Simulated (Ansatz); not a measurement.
CaO in the zincblende structure, relaxed with r2SCAN in Ansatz 0.2.0: it is cubic, F-43m (No. 216); conventional cell a = 5.213 Å, 17.71 Å³ an atom. Around Ca lie 4 O at 2.26 Å; around O lie 4 Ca at 2.26 Å. It was then strained (epitaxial in the plane normal to [111]), atoms relaxed again within the symmetry left. Unstrained, HSE06 gives 4.728 eV (X → Γ, 6×6×6 mesh), and the band edges keep their places in every row. The normal direction was relaxed to zero stress. Only one sign of strain is shown, since it lowers the symmetry, and equivalent edge states can then move with another slope on the other side. Stress is positive in compression. Values at 0 K without nuclear motion; spin polarisation is off, and the phase may be a hypothetical one.

Axes as in this cell:
```xyz
2
Lattice="0.0000 2.6067 2.6067 2.6067 0.0000 2.6067 2.6067 2.6067 0.0000" Properties=species:S:1:pos:R:3 pbc="T T T"
Ca    0.0000    0.0000    0.0000
O     1.3034    1.3034    1.3034
```

```csv
strain (%),ε,"ΔE_g, HSE06 (eV)","Δin-plane stress (σ_xx − σ_xy), r2SCAN (GPa)"
+0.5,+0.0050,-0.029,-0.69
+1.65,+0.0165,-0.096,-2.25
+3.06,+0.0306,-0.173,-3.98
```

(1) Fit ΔE_g = a x + b x² to these rows by least squares, with x = ε.

(2) Fit the change of in-plane stress (σ_xx − σ_xy) in the same way.

(3) Predict the withheld row at +2.47 % (x = +0.0247).

Answers

(1) The normal equations take Σx² = 1.234e-03, Σx³ = 3.327e-05, Σx⁴ = 9.515e-07, ΣxΔE = -7.023e-03 and Σx²ΔE = -1.889e-04, and give a = -5.97 eV, b = +10.1 eV; the largest residual is 0.001 eV.

(2) Δin-plane stress (σ_xx − σ_xy) = -142.7 x + (411) x² GPa. The slope, 143 GPa, is the biaxial modulus of the film.

(3) ΔE_g ≈ -5.97 × (+0.0247) + (10.1) × (+0.0247)² = -0.141 eV, and Δin-plane stress (σ_xx − σ_xy) ≈ -3.27 GPa. The runs give -0.142 eV and -3.27 GPa, off by -0.001 eV and 0.00 GPa.
